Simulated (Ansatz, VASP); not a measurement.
One calculation of H8Os3, two programs

```
H Os
1.0
     5.23525    0.00000    0.00000
     0.00000    5.23525    0.00000
     0.00000    0.00000    5.23525
H Os
8 3
Cartesian
  1.0447 0.0000 0.0000
  4.1906 0.0000 0.0000
  0.0000 1.0447 0.0000
  0.0000 4.1906 0.0000
  0.0000 0.0000 1.0447
  0.0000 0.0000 4.1906
  0.0000 0.0000 0.0000
  2.6176 2.6176 2.6176
  2.6176 0.0000 0.0000
  0.0000 2.6176 0.0000
  0.0000 0.0000 2.6176
```

Alike in both runs: functional PBE; k mesh 4 × 4 × 4; occupations gaussian, width 0.1 eV; no spin polarisation.

Ansatz relaxed the structure, and its values are those at the end. VASP's run is a single point on that final structure, the one shown.

|  | VASP | Ansatz |
| --- | --- | --- |
| version | VASP 6.6.1 | Ansatz 0.2.0 |
| potentials or method | VASP PAW PBE potentials, release 64 (H, Os) | scalar-relativistic, plane waves, PAW |
| plane-wave cutoff (eV) | 520 | 420 |
| valence electrons in the cell | 32 | 56 |

Ansatz gave:

| Property | Result |
| --- | --- |
| gap on the k mesh at the Fermi level (eV) | none |
| pressure (GPa) | -0.1 |
| rms of the force components (eV/Å) | 0.003 |

Which values does VASP return?

gap on the k mesh at the Fermi level (eV): none; pressure (GPa): 0.3; rms of the force components (eV/Å): 0.046.

A gap of «none» marks a metal or a gap that the smearing closes. The two sets of potentials don't hold the same shells in valence.

Spin-orbit coupling is left out, which matters for the levels of Os.
